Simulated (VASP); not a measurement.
# MgTe (F-43m) in VASP: further runs, part 3 of 4

VASP 6.6.1. Earlier steps stand in the parts before.

## (5) G0W0 quasiparticle levels, PBEsol

Contents of POSCAR:

```
MgTe
1.0
    0.0000000000      3.2319988239      3.2319988239
    3.2319988239      0.0000000000      3.2319988239
    3.2319988239      3.2319988239      0.0000000000
Te Mg
1 1
Direct
    0.2500000000      0.2500000000      0.2500000000
    0.0000000000      0.0000000000      0.0000000000
```

Contents of INCAR.step1:

```
PREC = Accurate
ENCUT = 500
EDIFF = 1E-8
ISMEAR = 0
SIGMA = 0.01
LREAL = F
LASPH = T
NELM = 60
ALGO = Normal
LWAVE = T
LCHARG = F
GGA = PS
```

Contents of INCAR.step2:

```
PREC = Accurate
ENCUT = 500
EDIFF = 1E-8
ISMEAR = 0
SIGMA = 0.01
LREAL = F
LASPH = T
NELM = 1
ALGO = Exact
LWAVE = T
LCHARG = F
GGA = PS
NBANDS = 157
LOPTICS = T
ISTART = 1
```

Contents of INCAR.step3:

```
PREC = Accurate
ENCUT = 500
EDIFF = 1E-8
ISMEAR = 0
SIGMA = 0.01
LREAL = F
LASPH = T
ALGO = EVGW0
LWAVE = F
LCHARG = F
GGA = PS
NELMGW = 1
NBANDS = 157
ENCUTGW = 100
NOMEGA = 48
PRECFOCK = Fast
ISTART = 1
NBANDSGW = 12
```

Contents of KPOINTS:

```
regular mesh
0
Gamma
  5 5 5
```

Potentials or basis: VASP PAW PBE potentials, release 64 (Te_GW, Mg_GW).

Run with:

```console
cat potpaw_PBE.64/Te_GW/POTCAR potpaw_PBE.64/Mg_GW/POTCAR > POTCAR
cp INCAR.step1 INCAR
mpirun -np 1 vasp_std > vasp.out
cp INCAR.step2 INCAR
mpirun -np 1 vasp_std > vasp.out
cp INCAR.step3 INCAR
mpirun -np 1 vasp_std > vasp.out
```

OUTCAR:

```text
PREC = Accurate
   ENCUT = 500
   EDIFF = 1E-8
   ISMEAR = 0
   LREAL = F
   LASPH = T
   GGA = PS
   NELMGW = 1
   ENCUTGW = 100
   PRECFOCK = Fast
   ISTART = 1

 ion  position               nearest neighbor table
   1  0.250  0.250  0.250-   2 2.80   2 2.80   2 2.80   2 2.80
   2  0.000  0.000  0.000-   1 2.80   1 2.80   1 2.80   1 2.80

  LATTYP: Found a face centered cubic cell.
 ALAT       =     6.4639976478

  Lattice vectors:

 A1 = (   0.0000000000,   3.2319988239,   3.2319988239)
 A2 = (   3.2319988239,   0.0000000000,   3.2319988239)
 A3 = (   3.2319988239,   3.2319988239,   0.0000000000)

Analysis of symmetry for initial positions (statically):
=====================================================================
 Subroutine PRICEL returns:
 Original cell was already a primitive cell.

 Routine SETGRP: Setting up the symmetry group for a
 face centered cubic supercell.

 Subroutine GETGRP returns: Found 24 space group operations
 (whereof 24 operations were pure point group operations)
 out of a pool of 48 trial point group operations.

The static configuration has the point symmetry T_d .

Analysis of symmetry for dynamics (positions and initial velocities):
=====================================================================
 Subroutine PRICEL returns:
 Original cell was already a primitive cell.

 Routine SETGRP: Setting up the symmetry group for a
 face centered cubic supercell.

 Subroutine GETGRP returns: Found 24 space group operations
 (whereof 24 operations were pure point group operations)
 out of a pool of 48 trial point group operations.

The dynamic configuration has the point symmetry T_d .

 Subroutine INISYM returns: Found 24 space group operations
 (whereof 24 operations are pure point group operations),
 and found     1 'primitive' translations

----------------------------------------------------------------------------------------

                                     Primitive cell

  volume of cell :      67.5217

  direct lattice vectors                    reciprocal lattice vectors
     0.000000000  3.231998824  3.231998824    -0.154703027  0.154703027  0.154703027
     3.231998824  0.000000000  3.231998824     0.154703027 -0.154703027  0.154703027
     3.231998824  3.231998824  0.000000000     0.154703027  0.154703027 -0.154703027

  length of vectors
     4.570736570  4.570736570  4.570736570     0.267953502  0.267953502  0.267953502

  position of ions in fractional coordinates (direct lattice)
     0.250000000  0.250000000  0.250000000
     0.000000000  0.000000000  0.000000000

  ion indices of the primitive-cell ions
   primitive index   ion index
                 1           1
                 2           2

[... 27 lines left out ...]
            Coordinates               Weight
  0.000000  0.000000  0.000000      1.000000
  0.200000  0.000000  0.000000      8.000000
  0.400000  0.000000  0.000000      8.000000
  0.200000  0.200000  0.000000      6.000000
  0.400000  0.200000  0.000000     24.000000
 -0.400000  0.200000  0.000000     24.000000
 -0.200000  0.200000  0.000000     12.000000
  0.400000  0.400000  0.000000      6.000000
 -0.400000  0.400000  0.000000     12.000000
 -0.400000  0.400000  0.200000     24.000000
   k-points           NKPTS =     10   k-points in BZ     NKDIM =    125   number of bands    NBANDS=    157
   number of dos      NEDOS =    301   number of ions     NIONS =      2
   total plane-waves  NPLWV =  46656
   dimension x,y,z NGX =    36 NGY =   36 NGZ =   36
   dimension x,y,z NGXF=    72 NGYF=   72 NGZF=   72
   ions per type =               1   1
   NGX,Y,Z   is equivalent  to a cutoff of  13.09, 13.09, 13.09 a.u.
   NGXF,Y,Z  is equivalent  to a cutoff of  26.19, 26.19, 26.19 a.u.
 SYSTEM =  unknown system
   PREC   = accura    normal or accurate (medium, high low for compatibility)
   ISTART =      1    job   : 0-new  1-cont  2-samecut
   ICHARG =      0    charge: 1-file 2-atom 10-const
   ISPIN  =      1    spin polarized calculation?
   LNONCOLLINEAR =      F non collinear calculations
   LSORBIT =      F    spin-orbit coupling
   LASPH  =      T    aspherical Exc in radial PAW
   ENCUT  =  500.0 eV  36.75 Ry    6.06 a.u.   8.33  8.33  8.33*2*pi/ulx,y,z
   NELM   =     60;   NELMIN=  2; NELMDL=  0     # of ELM steps
   EDIFF  = 0.1E-07   stopping-criterion for ELM
   LREAL  =      F    real-space projection
   EDIFFG = 0.1E-06   stopping-criterion for IOM
   NSW    =      0    number of steps for IOM
   IBRION =     -1    ionic relax: 0-MD 1-quasi-New 2-CG
   NFREE  =      0    steps in history (QN), initial steepest desc. (CG)
   ISIF   =      0    stress and relaxation
   ISYM   =      3    0-nonsym 1-usesym 2-fastsym
   POTIM  = 0.5000    time-step for ionic-motion
   TEBEG  =    0.0;   TEEND  =   0.0 temperature during run
   PSTRESS=    0.0 pullay stress
   NELECT =       8.0000    total number of electrons
   NUPDOWN=      -1.0000    fix difference up-down
   EMIN   =  10.00;   EMAX   =-10.00  energy-range for DOS
   EFERMI =   0.00;   METHOD = LEGACY
   ISMEAR =     0;   SIGMA  =   0.01  broadening in eV -4-tet -1-fermi 0-gaus
   EFERMI_NEDOS =   21; number of points for ismear=-14 and -15
   IALGO  =     38    algorithm
   IMIX   =      4    mixing-type and parameters
     AMIX     =   0.40;   BMIX     =  1.00
     AMIX_MAG =   1.60;   BMIX_MAG =  1.00
  volume/ion in A,a.u.               =      33.76       227.83
  Fermi-wavevector in a.u.,A,eV,Ry     =   0.804063  1.519460  8.796411  0.646518
  Thomas-Fermi vector in A             =   1.912049
   LORBIT       =      0    0 simple, 1 ext, 2 COOP (PROOUT), +10 PAW based schemes
   GGA     = PS    functional components
   LHFCALC =     T    Hartree Fock is set to
   PRECFOCK=fast      Normal, Fast or Accurate (Low or Medium for compatibility)
   ENCUT4O =  -1.0   cutoff for four orbital integrals eV
   NKREDX  =     1    reduce k-point grid by
   NKREDY  =     1    reduce k-point grid by
   NKREDZ  =     1    reduce k-point grid by
   AEXX    =    1.0000 exact exchange contribution
   HFSCREEN=    0.0000 screening length (either q_TF or 0.3 A-1)
   HFSCREENC=   0.0000 screening length for correlation (either q_TF or 0.3 A-1)
   ENCUTFOCK=  -1.0 apply spherical cutoff to Coloumb kernel
   IVDW    =     0    specifies the selected vdW correction
   LEPSILON=     F    determine dielectric tensor
   LRPA    =     F    only Hartree local field effects (RPA)
   LRPAFORCE           =     F    calculate RPA forces
   ENCUTGW             = 100.0    cutoff for response function in eV
   ENCUTGWSOFT         =  80.0    soft cutoff for Coulomb kernel in GW response function in eV
   ENCUTLF             =  -1.0    cutoff for local field effects
   NELMGW              =     1    number of iterations in solving QP/BSE equation
   NELMHF              =     1    number of iterations in the inner HF iteration
   NKREDLFX            =     1    NKREDLFY  =   1   NKREDLFZ  =   1
 non-spin polarized calculation
 Gauss-broadening in eV      SIGMA  =   0.01
  energy-cutoff  :      500.00
  volume of cell :       67.52
 maximum number of plane-waves:      1736
 NGX is ok and might be reduce to    36
  NGX = 20; NGY = 20; NGZ = 20
   NGX = 17   NGY = 17   NGZ = 17
 maximum number of plane-waves:       169
 NGX is ok and might be reduce to    18

 QP shifts <psi_nk| G(iteration)W_0 |psi_nk>: iteration 1
 for sc-GW calculations column KS-energies equals QP-energies in previous step
 and V_xc(KS)=  KS-energies - (<T + V_ion + V_H > + <T+V_H+V_ion>^1  + <V_x>^1)

 k-point   1 :       0.0000    0.0000    0.0000
  band No.  KS-energies  QP-energies   sigma(KS)   V_xc(KS)     V^pw_x(r,r')   Z            occupation Imag(sigma)

      1      -8.4330      -8.9303     -11.5914     -10.8449     -17.1202       0.6662       2.0000       1.1060
      2       1.7794       1.0246     -11.5451     -10.5587     -12.6897       0.7652       2.0000       0.0653
      3       1.7794       1.0246     -11.5451     -10.5587     -12.6897       0.7652       2.0000       0.0653
      4       1.7794       1.0246     -11.5451     -10.5587     -12.6897       0.7652       2.0000       0.0653
      5       4.0761       4.6532      -7.1426      -7.8807      -4.0227       0.7818       0.0000      -0.0477
      6       7.1990       7.6512      -7.2083      -7.8038      -3.4038       0.7593       0.0000      -0.0738
      7       7.1990       7.6512      -7.2083      -7.8038      -3.4038       0.7593       0.0000      -0.0738
      8       7.1990       7.6512      -7.2083      -7.8038      -3.4038       0.7593       0.0000      -0.0738
      9      10.3735      10.6945      -6.2823      -6.7196      -1.6950       0.7340       0.0000      -0.1832
     10      10.3830      10.8111      -7.4461      -8.0254      -3.0939       0.7390       0.0000      -0.1457
     11      10.3830      10.8111      -7.4461      -8.0254      -3.0939       0.7390       0.0000      -0.1457
     12      12.0072      12.1919      -6.3811      -6.6303      -1.5773       0.7412       0.0000      -0.3631
[... 132 lines left out ...]
      1      -7.6952      -8.1156     -12.0019     -11.3977     -17.2255       0.6957       2.0000       0.9776
      2      -0.9679      -1.8077     -10.2960      -9.1196     -12.3685       0.7138       2.0000       0.1019
      3      -0.0002      -0.8538     -10.5447      -9.3787     -12.2173       0.7321       2.0000       0.0802
      4       0.6316      -0.1910     -10.7903      -9.6849     -12.2214       0.7442       2.0000       0.0721
      5       6.0931       6.4039      -6.8939      -7.2972      -3.3803       0.7705       0.0000      -0.0647
      6       6.9094       7.4486      -7.7134      -8.4236      -3.9834       0.7592       0.0000      -0.0708
      7       7.4862       7.8954      -6.9735      -7.5099      -3.1326       0.7628       0.0000      -0.0798
      8       9.6574      10.0611      -7.4958      -8.0484      -3.1411       0.7305       0.0000      -0.1492
      9      10.4853      10.9195      -7.6343      -8.2423      -2.8502       0.7140       0.0000      -0.2168
     10      11.5664      11.9677      -7.4359      -7.9850      -2.6408       0.7309       0.0000      -0.2748
     11      14.1341      14.5425      -7.7920      -8.3447      -2.5369       0.7391       0.0000      -0.5601
     12      14.4056      14.7140      -6.9067      -7.3214      -1.7965       0.7438       0.0000      -0.5289
```

Wall time 7 min (1 thread of AMD EPYC 9R14 (Zen 4), shared host); peak memory 0.8 GiB.

Results:

* Band gap on the k mesh, mean-field level: 2.30 eV, direct
* Quasiparticle gap: 3.63 eV
* Least direct quasiparticle gap: 3.63 eV

Caveat: bands, screening cutoff and mesh are small and nothing is extrapolated, so the quasiparticle values aren't converged; spin-orbit coupling is left out, which moves the levels of the heavy elements.

## (6) EvGW0 quasiparticle levels, PBEsol

POSCAR is that of step 5.

Contents of INCAR.step1:

```
PREC     = Accurate       # precision mode
ENCUT    = 500            # plane-wave cutoff, eV
EDIFF    = 1E-8           # SCF threshold, eV
ISMEAR   = 0              # smearing method
SIGMA    = 0.01           # smearing width, eV
LREAL    = F              # projectors in reciprocal space
LASPH    = T              # aspherical terms in the spheres
NELM     = 60             # most SCF steps
ALGO     = Fast           # electronic algorithm
LWAVE    = T              # write WAVECAR
LCHARG   = F              # write CHGCAR
GGA      = PS             # functional
```

Contents of INCAR.step2:

```
PREC     = Accurate       # precision mode
ENCUT    = 500            # plane-wave cutoff, eV
EDIFF    = 1E-8           # SCF threshold, eV
ISMEAR   = 0              # smearing method
SIGMA    = 0.01           # smearing width, eV
LREAL    = F              # projectors in reciprocal space
LASPH    = T              # aspherical terms in the spheres
NELM     = 1              # most SCF steps
ALGO     = Exact          # electronic algorithm
LWAVE    = T              # write WAVECAR
LCHARG   = F              # write CHGCAR
GGA      = PS             # functional
NBANDS   = 157            # bands
LOPTICS  = T              # frequency-dependent dielectric function
ISTART   = 1
```

Contents of INCAR.step3:

```
PREC     = Accurate       # precision mode
ENCUT    = 500            # plane-wave cutoff, eV
EDIFF    = 1E-8           # SCF threshold, eV
ISMEAR   = 0              # smearing method
SIGMA    = 0.01           # smearing width, eV
LREAL    = F              # projectors in reciprocal space
LASPH    = T              # aspherical terms in the spheres
ALGO     = EVGW0          # electronic algorithm
LWAVE    = F              # write WAVECAR
LCHARG   = F              # write CHGCAR
GGA      = PS             # functional
NELMGW   = 4            
NBANDS   = 157            # bands
ENCUTGW  = 100            # cutoff of the response function
NOMEGA   = 48             # frequency points
PRECFOCK = Fast         
ISTART   = 1            
NBANDSGW = 12
```

Contents of KPOINTS:

```
regular mesh
0
Gamma
  4 4 4
```

Potentials or basis: VASP PAW PBE potentials, release 64 (Te_GW, Mg_GW).

Run with:

```console
cat potpaw_PBE.64/Te_GW/POTCAR potpaw_PBE.64/Mg_GW/POTCAR > POTCAR
cp INCAR.step1 INCAR
mpirun -np 1 vasp_std > vasp.out
cp INCAR.step2 INCAR
mpirun -np 1 vasp_std > vasp.out
cp INCAR.step3 INCAR
mpirun -np 1 vasp_std > vasp.out
```

OUTCAR:

```text
PREC = Accurate
   ENCUT = 500
   EDIFF = 1E-8
   ISMEAR = 0
   LREAL = F
   LASPH = T
   GGA = PS
   NELMGW = 4
   ENCUTGW = 100
   PRECFOCK = Fast
   ISTART = 1

 ion  position               nearest neighbor table
   1  0.250  0.250  0.250-   2 2.80   2 2.80   2 2.80   2 2.80
   2  0.000  0.000  0.000-   1 2.80   1 2.80   1 2.80   1 2.80

  LATTYP: Found a face centered cubic cell.
 ALAT       =     6.4639976478

  Lattice vectors:

 A1 = (   0.0000000000,   3.2319988239,   3.2319988239)
 A2 = (   3.2319988239,   0.0000000000,   3.2319988239)
 A3 = (   3.2319988239,   3.2319988239,   0.0000000000)

Analysis of symmetry for initial positions (statically):
=====================================================================
 Subroutine PRICEL returns:
 Original cell was already a primitive cell.

 Routine SETGRP: Setting up the symmetry group for a
[... 147 lines left out ...]
   NELMHF              =     1    number of iterations in the inner HF iteration
   NKREDLFX            =     1    NKREDLFY  =   1   NKREDLFZ  =   1
 non-spin polarized calculation
 Gauss-broadening in eV      SIGMA  =   0.01
  energy-cutoff  :      500.00
  volume of cell :       67.52
 maximum number of plane-waves:      1724
 NGX is ok and might be reduce to    36
  NGX = 20; NGY = 20; NGZ = 20
   NGX = 17   NGY = 17   NGZ = 17
 maximum number of plane-waves:       169
 NGX is ok and might be reduce to    18

 QP shifts <psi_nk| G(iteration)W_0 |psi_nk>: iteration 1
 for sc-GW calculations column KS-energies equals QP-energies in previous step
 and V_xc(KS)=  KS-energies - (<T + V_ion + V_H > + <T+V_H+V_ion>^1  + <V_x>^1)

 k-point   1 :       0.0000    0.0000    0.0000
  band No.  KS-energies  QP-energies   sigma(KS)   V_xc(KS)     V^pw_x(r,r')   Z            occupation Imag(sigma)

      1      -8.4183      -8.9867     -11.6756     -10.8435     -17.1189       0.6832       2.0000       1.1306
      2       1.7920       1.0437     -11.5432     -10.5598     -12.7676       0.7609       2.0000       0.0697
      3       1.7920       1.0437     -11.5432     -10.5598     -12.7676       0.7609       2.0000       0.0697
      4       1.7920       1.0437     -11.5432     -10.5598     -12.7676       0.7609       2.0000       0.0697
      5       4.0836       4.6540      -7.1418      -7.8762      -3.9124       0.7767       0.0000      -0.0580
      6       7.2026       7.6379      -7.2236      -7.7997      -3.3767       0.7555       0.0000      -0.0884
      7       7.2026       7.6379      -7.2236      -7.7997      -3.3767       0.7555       0.0000      -0.0884
      8       7.2026       7.6379      -7.2236      -7.7997      -3.3767       0.7555       0.0000      -0.0884
      9      10.3789      10.6877      -6.2900      -6.7096      -1.6806       0.7357       0.0000      -0.2039
     10      10.3876      10.8095      -7.4507      -8.0228      -3.0869       0.7375       0.0000      -0.1537
     11      10.3876      10.8095      -7.4507      -8.0228      -3.0869       0.7375       0.0000      -0.1537
     12      12.0118      12.1906      -6.3782      -6.6221      -1.5706       0.7332       0.0000      -0.3688
[... 490 lines left out ...]
      1      -8.2247      -8.2366     -12.0713       3.8290     -17.2466       0.6758       2.0000       0.9092
      2      -1.9671      -1.9753     -10.2453       8.2668     -12.4099       0.7152       2.0000       0.1202
      3      -1.1779      -1.1849     -10.4018       9.2144     -12.2444       0.7302       2.0000       0.0974
      4      -0.6977      -0.7040     -10.4233       9.7170     -12.0533       0.7377       2.0000       0.0851
      5       6.5764       6.5775      -7.0856      13.6634      -3.5221       0.7700       0.0000      -0.0788
      6       8.0527       8.0544      -8.1661      16.2210      -4.1740       0.7456       0.0000      -0.0981
      7       8.4109       8.4132      -6.9108      15.3247      -2.7231       0.7468       0.0000      -0.1156
      8       8.5058       8.5076      -7.1307      15.6389      -3.2140       0.7605       0.0000      -0.0967
      9      11.9531      11.9561      -7.6644      19.6218      -2.5375       0.7000       0.0000      -0.3230
     10      13.1354      13.1383      -7.4950      20.6344      -2.3691       0.7278       0.0000      -0.4062
     11      13.6747      13.6768      -8.4798      22.1574      -3.3038       0.7299       0.0000      -0.4283
     12      14.6002      14.6018      -8.0287      22.6310      -2.8218       0.7416       0.0000      -0.5317
```

OUTCAR.step1:

```text
PREC = Accurate
   ENCUT = 500
   EDIFF = 1E-8
   ISMEAR = 0
   LREAL = F
   LASPH = T
[... 291 lines left out ...]
 -----------------------------------------------------------------------------------
      1.61600      1.61600      1.61600        -0.000000     -0.000000      0.000000
      0.00000      0.00000      0.00000         0.000000      0.000000     -0.000000
 -----------------------------------------------------------------------------------
    total drift:                                0.000000      0.000000      0.000000

  FREE ENERGIE OF THE ION-ELECTRON SYSTEM (eV)
  ---------------------------------------------------
  free  energy   TOTEN  =        -6.8654264538 eV

  energy  without entropy=       -6.8654264538  energy(sigma->0) =       -6.86542645
```

OUTCAR.step2:

```text
PREC = Accurate
   ENCUT = 500
   EDIFF = 1E-8
   ISMEAR = 0
   LREAL = F
[... 690 lines left out ...]
     0.00000     7.57293     7.57293     7.57293     0.00000     0.00000    -0.00000
     1.25916     8.35874     8.35874     8.35874     0.00000     0.00000     0.00000
     2.51832     7.50489     7.50489     7.50489     0.00000     0.00000     0.00000
     3.77748     2.47414     2.47414     2.47414     0.00000     0.00000    -0.00000
     5.03665    -7.59360    -7.59360    -7.59360    -0.00000    -0.00000     0.00000
     6.29581    -2.77689    -2.77689    -2.77689    -0.00000    -0.00000    -0.00000
[... 92 lines left out ...]
   123.39780     0.98747     0.98747     0.98747    -0.00000    -0.00000     0.00000
   124.65696     0.98773     0.98773     0.98773    -0.00000    -0.00000     0.00000
```

It took 10 min on 1 thread of Intel Xeon Platinum 8488C (Sapphire Rapids), shared host; peak memory 0.72 GiB.

What came out:

| Property | Result |
| --- | --- |
| Band gap on the k mesh, mean-field level | 2.29 eV, direct |
| Quasiparticle gap | 3.85 eV |
| Least direct quasiparticle gap | 3.85 eV |

Quasiparticle gap after each update of the energies (eV): 3.61, 3.81, 3.85, 3.85

Caveat: the k mesh is coarse (spacing up to 0.42 Å⁻¹), so the values aren't converged; bands, screening cutoff and mesh are small and nothing is extrapolated, so the quasiparticle values aren't converged; spin-orbit coupling is left out, which moves the levels of the heavy elements.

(Continued in part 4 of 4.)
